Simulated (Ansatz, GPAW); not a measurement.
# Geometry or basis: what sets the conductance of ethane-1,2-diamine between two Pd chains, part 4 of 4

How well does ethane-1,2-diamine between two Pd chains conduct once its atoms have relaxed, and how much do cheaper levels lose?

GPAW 26.7.0 and Ansatz 0.2.0; Ansatz plane waves; relaxation of the junction with the lead ends held; PAW set soft_1 (the session's first sound run).

So far, transmission at the Fermi level (one spin): step 3 (plane-wave reference (PBE)) 0.0522; step 5 (single-zeta polarised basis, PBE, GPAW) 0.0476; step 6 (minimal basis, PBE, GPAW) 0.0516; step 7 (RPBE in the dzp basis: xc = "RPBE") 0.0485; step 8 (without the relaxation: geometry = "as built", PBE, GPAW) 0.172.

**11. A varied run**

One more run, with changed settings.

This step: GPAW LCAO, PAW setups; Landauer transmission from Green's functions with principal layers (ASE), zero bias (GPAW 26.7.0).

File run.py:

```python
import json
import numpy as np
from ase import Atoms
from ase.transport.calculators import TransportCalculator
from gpaw import GPAW, FermiDirac
from gpaw.lcao.tools import get_lcao_hamiltonian
from scipy.linalg import eigh

# The junction with lead layers at both ends, along the third cell vector
device = Atoms(
    ['Pd', 'Pd', 'Pd', 'Pd', 'Pd', 'Pd', 'Pd', 'Pd', 'N', 'H', 'H', 'H', 'H', 'C', 'C', 'H', 'H', 'H', 'H', 'N', 'Pd', 'Pd', 'Pd', 'Pd', 'Pd', 'Pd', 'Pd', 'Pd'],
    positions=[
        [4.53453, 4.50000, 1.25000],
        [4.53453, 4.50000, 3.75000],
        [4.53453, 4.50000, 6.25000],
        [4.53453, 4.50000, 8.75000],
        [4.53453, 4.50000, 11.25000],
        [4.53453, 4.50000, 13.75000],
        [3.67511, 4.51642, 16.08650],
        [4.58479, 4.50935, 18.44543],
        [3.97463, 4.50893, 20.58380],
        [3.35977, 5.32668, 20.62106],
        [3.36372, 3.68821, 20.62223],
        [5.53927, 5.39783, 21.66692],
        [5.54562, 3.63089, 21.66696],
        [4.89404, 4.51204, 21.75320],
        [4.17464, 4.50997, 23.12614],
        [3.52343, 5.39138, 23.21215],
        [3.52937, 3.62417, 23.21229],
        [5.70900, 3.69624, 24.25926],
        [5.70313, 5.33480, 24.25903],
        [5.09325, 4.51331, 24.29590],
        [4.47927, 4.51381, 26.43398],
        [5.38168, 4.53585, 28.79536],
        [4.53453, 4.50000, 31.13589],
        [4.53453, 4.50000, 33.63589],
        [4.53453, 4.50000, 36.13589],
        [4.53453, 4.50000, 38.63589],
        [4.53453, 4.50000, 41.13589],
        [4.53453, 4.50000, 43.63589]],
    cell=[[9.06906, 0.0, 0.0], [0.0, 9.0, 0.0], [0.0, 0.0, 44.88589]],
    pbc=True)

# One principal layer of the lead: the first 1 atoms of the device
lead = Atoms(
    ['Pd'],
    positions=[
        [4.53453, 4.50000, 1.25000]],
    cell=[[9.06906, 0.0, 0.0], [0.0, 9.0, 0.0], [0.0, 0.0, 2.5]],
    pbc=True)

settings = dict(mode='lcao', basis='dzp', xc='PBE', h=0.18,
                occupations=FermiDirac(0.1), maxiter=75,
                mixer=dict(beta=0.1, nmaxold=8, weight=100.0),
                convergence=dict(density=0.0001))
energies = np.arange(-2, 2 + 1e-9, 0.025)
eta = 0.0001
n1, n2 = 1, 1
# k and -k transmit alike, so half of the mesh across the current serves
mesh = [(i, j) for i in range(n1) for j in range(n2) if (i, j) <= (-i % n1, -j % n2)]
weights = np.array([1 if (i, j) == (-i % n1, -j % n2) else 2 for i, j in mesh]) / (n1 * n2)

# [... helper functions left out ...]
fermi_lead = ground_state(lead, (1, 1, 9), 'lead.txt')
fermi_device = ground_state(device, (1, 1, 2), 'device.txt')
# [... loop over the mesh left out, but for ...]
        # Shift the lead onto the potential of the device's first layer
        shift = ((H[:, 0, 0] - H0[:, 0, 0]) / S0[0, 0]).real.mean()
# [...]
kT = 8.617333e-5 * 300
bias = [0.1, 0.2, 0.5, 1.0, 1.5, 2.0]
# [... integrals and printing left out ...]
```

Run with:

```sh
OMP_NUM_THREADS=1 OPENBLAS_NUM_THREADS=1 python run.py
```

The log of the run:

```text
basis functions: device 524, principal layer 27
Fermi level: lead -4.0166 eV, device -3.5999 eV; lead shifted by -0.0016 eV
largest coupling past the next layer 5.62e-01 eV, largest misfit of the first layer 0.019 eV
  E-E_F (eV)   T (one spin)  [channel counts left out]
    -2.000    1.2839e-03
    -1.975    1.3471e-03
    -1.950    1.4496e-03
    -1.925    1.6000e-03
    -1.900    1.8123e-03
    -1.875    2.1079e-03
    -1.850    2.5192e-03
    -1.825    3.0958e-03
    -1.800    3.9133e-03
    -1.775    5.0883e-03
    -1.750    6.8264e-03
    -1.725    9.3438e-03
    -1.700    1.3043e-02
    -1.675    1.8419e-02
    -1.650    2.5998e-02
    -1.625    3.6062e-02
[...]
1.825    1.3004e-03
     1.850    3.1888e-04
     1.875    3.2637e-05
     1.900    8.7574e-06
     1.925    8.8348e-05
     1.950    2.1040e-04
     1.975    3.4519e-04
     2.000    4.2684e-04
conductance at 300 K: 0.063168 G0 a cell; thermopower 12.6 uV/K
current from the zero-bias T(E) at 0.1 V: 0.47777 uA
current from the zero-bias T(E) at 0.2 V: 0.89512 uA
current from the zero-bias T(E) at 0.5 V: 1.9116 uA
current from the zero-bias T(E) at 1.0 V: 6.3842 uA
current from the zero-bias T(E) at 1.5 V: 7.6754 uA
current from the zero-bias T(E) at 2.0 V: 10.653 uA
```

Run time: 10 min. Hardware: 1 thread of Arm Neoverse V1, shared host; peak memory 2.5 GiB.

The run finished. A setting was moved off its sound value on purpose, so it serves as a test and not as the result.

The fault put into the input: a principal layer that is too short (n_lead = 1 and period = 2.5).

Side by side:

```tsv
quantity	this run	sound run	difference
conductance (G₀)	0.063168	0.051257	0.0119
largest coupling past the next principal layer (eV)	0.56218	1.071e-4	0.562
largest misfit of the first principal layer (eV)	0.018507	0.074021	-0.0555
shift that aligns the lead (eV)	-0.0015680	-7.380e-4	-8.3e-4
basis functions of a principal layer	27	135	-108
transmission at the Fermi level (one spin)	0.068855	0.050568	0.0183
```

The two runs differ clearly in the largest coupling past the next principal layer: 0.562 eV against 1.1e-4 eV.

**12. What came out**

```yaml
conductance: 0.0513 G₀
transmission_at_the_fermi_level_mean_of_the_spins: 0.0506
open_channels_of_the_lead_there: 4
```

What this shows: In the dzp basis the junction conducts 0.0513 G₀ at 300 K, with T = 0.0506 a spin at the Fermi level; the sz basis reaches that conductance within 10 %. Relaxation moved atoms by up to 0.87 Å and took the conductance from 0.169 to 0.0513 G₀, as a ratio a larger change than the step from dzp to the minimal basis. Plane waves (PBE) give T = 0.0522 there. The scatterer reflects about 99 % of the incoming channels at the Fermi level. At the Fermi level one eigenchannel carries the current (0.050). Measured against the first run (pw-pbe), the nearest curve is that of dzp (r.m.s. 0.014) and the farthest that of asbuilt (0.046). Over the compared runs wall time goes from 302 s (pw-pbe) to 801 s (dzp-RPBE), on a shared host; the plane-wave run used 4 threads and the orbital runs 1. The leads kept an estimated spacing and the cell its length, so the junction may be under some tension or compression. The run had no spin polarisation, so a magnetic state, which chains and small molecules with open shells often have, wasn't tested. Semilocal functionals put molecular levels too near the Fermi level, so such conductances usually come out too high, and chain electrodes have a sharper density of states than real ones. An evenly spaced straight chain is an idealisation: free chains tend to dimerise, zigzag or, where a band edge lies near the Fermi level, turn magnetic. The currents use the zero-bias T(E) throughout, which holds only while the bias is small against the distance to the nearest feature. The thermopower isn't quoted: it samples T(E) farther from the Fermi level than the conductance does, and the energy grid wasn't tested for it.

[Logs are printed without paths, hosts, clocks, repeated set-up lines and the standing remarks that a program may print on its own settings, such as how far it seeks lower states.]

[Hosts, paths, dates, database ids (printed as entryN), source tags and the programs' standing remarks are cut or masked in the printed files.]
